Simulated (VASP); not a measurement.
# As (R-3m) in VASP: single point with PBEsol

Aim: the single point of As with PBEsol.

Everything below comes from runs of VASP 6.6.1. Logs are shortened: lines on timing, memory, paths and dates and some standing lists are left out, and cuts for length are marked.

### Step 1. The crystal as given

Symmetry: R-3m, No. 166, trigonal system. The conventional cell has a = 3.789 Å, b = 3.789 Å, c = 10.085 Å, α = 90.00°, β = 90.00°, γ = 120.00°. As (site symmetry 3m) is surrounded by 3 As at 2.54 Å.

### Step 2. Single point, PBEsol, non-collinear spin, zero start, spin-orbit coupling

INCAR

```
ALGO = Normal
EDIFF = 1E-6
ENCUT = 520
GGA = PS
GGA_COMPAT = False
ISIF = 2
ISMEAR = 0
LASPH = True
LCHARG = False
LNONCOLLINEAR = True
LORBIT = 11
LREAL = False
LSORBIT = True
LWAVE = False
MAGMOM = 0 0 0 0 0 0
NBANDS = 22
NELM = 100
PREC = Accurate
SIGMA = 0.1
```

KPOINTS

```
k-points
0
Gamma
  15 15 15
```

POSCAR

```
As
1.0
    1.8943900000      1.0937300000      3.3616100000
   -1.8943900000      1.0937300000      3.3616100000
    0.0000000000     -2.1874500000      3.3616100000
As
2
Direct
    0.2305600000      0.2305600000      0.2305600000
    0.7694400000      0.7694400000      0.7694400000
```

Potentials or basis: VASP PAW PBE potentials, release 64 (As).

Run with:

```
$ cat potpaw_PBE.64/As/POTCAR > POTCAR
$ mpirun -np 1 vasp_ncl > vasp.out
```

OUTCAR:

```text
EDIFF = 1E-6
   ENCUT = 520
   GGA = PS
   ISIF = 2
   ISMEAR = 0
   LASPH = True
   LNONCOLLINEAR = True
   LORBIT = 11
   LREAL = False
   LSORBIT = True
   NELM = 100
   PREC = Accurate

 ion  position               nearest neighbor table
   1  0.231  0.231  0.231-   2 2.54   2 2.54   2 2.54
   2  0.769  0.769  0.769-   1 2.54   1 2.54   1 2.54

  LATTYP: Found a trigonal (rhomboedric) cell.
 ALAT       =     4.0106583720
 COS(alpha) =     0.5537915596

  Lattice vectors:

 A1 = (   1.8943900000,   1.0937300000,   3.3616100000)
 A2 = (  -1.8943900000,   1.0937300000,   3.3616100000)
 A3 = (   0.0000000000,  -2.1874500000,   3.3616100000)

Analysis of symmetry for initial positions (statically):
=====================================================================
 Subroutine PRICEL returns:
 Original cell was already a primitive cell.

 Routine SETGRP: Setting up the symmetry group for a
 trigonal (rhombohedral) supercell.

 Subroutine GETGRP returns: Found 12 space group operations
 (whereof 12 operations were pure point group operations)
 out of a pool of 12 trial point group operations.

The static configuration has the point symmetry D_3d.

Analysis of symmetry for dynamics (positions and initial velocities):
=====================================================================
 Subroutine PRICEL returns:
 Original cell was already a primitive cell.

 Routine SETGRP: Setting up the symmetry group for a
 trigonal (rhombohedral) supercell.

 Subroutine GETGRP returns: Found 12 space group operations
 (whereof 12 operations were pure point group operations)
 out of a pool of 12 trial point group operations.

The dynamic configuration has the point symmetry D_3d.

Analysis of structural, dynamic, and magnetic symmetry:
=====================================================================
 Subroutine PRICEL returns:
 Original cell was already a primitive cell.

 Routine SETGRP: Setting up the symmetry group for a
 trigonal (rhombohedral) supercell.

 Subroutine GETGRP returns: Found 12 space group operations
[... 772 lines left out ...]
  -------------------------------------------------------------------------------------
  Total        0.0065995      0.0065995      0.0123683      0.0000000      0.0000000      0.0000000
  in kB        0.2530146      0.2530147      0.4741806      0.0000000      0.0000005      0.0000000
  external PRESSURE =       0.3267366 kB  Pullay stress =       0.0000000 kB

 VOLUME and BASIS-vectors are now :
 -----------------------------------------------------------------------------
  energy-cutoff  :      520.00
  volume of cell :       41.79
      direct lattice vectors                 reciprocal lattice vectors
     1.894390000  1.093730000  3.361610000     0.263937204  0.152384203  0.099158684
    -1.894390000  1.093730000  3.361610000    -0.263937204  0.152384203  0.099158684
     0.000000000 -2.187450000  3.361610000     0.000000000 -0.304768406  0.099159138

 POSITION                                       TOTAL-FORCE (eV/Angst)
 -----------------------------------------------------------------------------------
      0.00000      0.00000      2.32516         0.000000     -0.000000     -0.002807
      0.00000      0.00001      7.75967         0.000000      0.000000      0.002807
 -----------------------------------------------------------------------------------
    total drift:                               -0.000000      0.000000      0.000000

  FREE ENERGIE OF THE ION-ELECTRON SYSTEM (eV)
  ---------------------------------------------------
  free  energy   TOTEN  =       -10.2410571213 eV

  energy  without entropy=      -10.2404793101  energy(sigma->0) =      -10.24076822

 Spin-Orbit-Coupling matrix elements

 Ion:    1  E_soc:     -0.0261370
 l=   1
     0.0000000    -0.0043999    -0.0042596
    -0.0043999     0.0000000    -0.0043999
    -0.0042596    -0.0043999     0.0000000
 l=   2
     0.0000000    -0.0000004     0.0000000    -0.0000004    -0.0000025
    -0.0000004     0.0000000    -0.0000022    -0.0000005    -0.0000004
     0.0000000    -0.0000022     0.0000000    -0.0000022     0.0000000
    -0.0000004    -0.0000005    -0.0000022     0.0000000    -0.0000004
    -0.0000025    -0.0000004     0.0000000    -0.0000004     0.0000000
 l=   3
     0.0000000     0.0000000     0.0000000     0.0000000     0.0000000     0.0000000     0.0000000
     0.0000000     0.0000000     0.0000000     0.0000000     0.0000000     0.0000000     0.0000000
     0.0000000     0.0000000     0.0000000     0.0000000     0.0000000     0.0000000     0.0000000
     0.0000000     0.0000000     0.0000000     0.0000000     0.0000000     0.0000000     0.0000000
     0.0000000     0.0000000     0.0000000     0.0000000     0.0000000     0.0000000     0.0000000
     0.0000000     0.0000000     0.0000000     0.0000000     0.0000000     0.0000000     0.0000000
     0.0000000     0.0000000     0.0000000     0.0000000     0.0000000     0.0000000     0.0000000

 Ion:    2  E_soc:     -0.0261370
 l=   1
     0.0000000    -0.0043999    -0.0042596
    -0.0043999     0.0000000    -0.0043999
    -0.0042596    -0.0043999     0.0000000
 l=   2
     0.0000000    -0.0000004     0.0000000    -0.0000004    -0.0000025
    -0.0000004     0.0000000    -0.0000022    -0.0000005    -0.0000004
     0.0000000    -0.0000022     0.0000000    -0.0000022     0.0000000
    -0.0000004    -0.0000005    -0.0000022     0.0000000    -0.0000004
    -0.0000025    -0.0000004     0.0000000    -0.0000004     0.0000000
 l=   3
     0.0000000     0.0000000     0.0000000     0.0000000     0.0000000     0.0000000     0.0000000
     0.0000000     0.0000000     0.0000000     0.0000000     0.0000000     0.0000000     0.0000000
     0.0000000     0.0000000     0.0000000     0.0000000     0.0000000     0.0000000     0.0000000
     0.0000000     0.0000000     0.0000000     0.0000000     0.0000000     0.0000000     0.0000000
     0.0000000     0.0000000     0.0000000     0.0000000     0.0000000     0.0000000     0.0000000
     0.0000000     0.0000000     0.0000000     0.0000000     0.0000000     0.0000000     0.0000000
     0.0000000     0.0000000     0.0000000     0.0000000     0.0000000     0.0000000     0.0000000

 total charge

# of ion       s       p       d       tot
------------------------------------------
    1        1.302   1.346   0.051   2.699
    2        1.302   1.346   0.051   2.699
--------------------------------------------------
tot          2.605   2.692   0.102   5.399

 magnetization (x)

# of ion       s       p       d       tot
------------------------------------------
    1       -0.000   0.000   0.000   0.000
    2       -0.000   0.000   0.000   0.000
--------------------------------------------------
tot         -0.000   0.000   0.000   0.000

 magnetization (y)

# of ion       s       p       d       tot
------------------------------------------
    1        0.000   0.000   0.000   0.000
    2       -0.000   0.000   0.000  -0.000
--------------------------------------------------
tot         -0.000   0.000   0.000  -0.000

 magnetization (z)

# of ion       s       p       d       tot
------------------------------------------
    1        0.000   0.000   0.000   0.000
    2        0.000   0.000   0.000   0.000
--------------------------------------------------
tot          0.000   0.000   0.000   0.000
```

OSZICAR:

```text
N       E                     dE             d eps       ncg     rms          rms(c)
DAV:   1     0.316460499225E+02    0.31646E+02   -0.39107E+03 15136   0.765E+02
DAV:   2    -0.793052625839E+01   -0.39577E+02   -0.37544E+02 20014   0.131E+02
DAV:   3    -0.102522993893E+02   -0.23218E+01   -0.22979E+01 19160   0.302E+01
DAV:   4    -0.102682556815E+02   -0.15956E-01   -0.15947E-01 17498   0.273E+00
DAV:   5    -0.102683021512E+02   -0.46470E-04   -0.46469E-04 18140   0.165E-01    0.332E+00
DAV:   6    -0.102509764867E+02    0.17326E-01   -0.36305E-03 17374   0.399E-01    0.198E+00
DAV:   7    -0.102410146006E+02    0.99619E-02   -0.87945E-03 16876   0.619E-01    0.846E-02
DAV:   8    -0.102410385948E+02   -0.23994E-04   -0.19553E-04 17478   0.957E-02    0.580E-02
DAV:   9    -0.102410534566E+02   -0.14862E-04   -0.30503E-05 17136   0.345E-02    0.135E-02
DAV:  10    -0.102410574168E+02   -0.39602E-05   -0.49192E-06 17074   0.157E-02    0.643E-03
DAV:  11    -0.102410571213E+02    0.29551E-06   -0.43903E-07 11586   0.474E-03
   1 F= -.10241057E+02 E0= -.10240768E+02  d E =-.577811E-03  mag=    -0.0000    -0.0000     0.0000
```

Wall time 3.7 min (1 thread of Intel Xeon 6975P-C (Granite Rapids), shared host); peak memory 0.56 GiB.

Results:

| Item | Value |
| --- | --- |
| Free energy | -10.2411 eV |
| Pressure | 0.0 GPa |
| Net moment | 0.00 μB per cell |
| Valence electrons inside the program's atomic spheres | As 2.70 |

Forces on the atoms (eV/Å):
```
As   0.000  0.000 -0.003
As   0.000  0.000  0.003
```

Moments on the atoms (μB; x, y, z):
```
As  0.00 0.00 0.00
As  0.00 0.00 0.00
```

Caveat: the PAW data sets were made with another functional, which shifts forces and pressure a little.
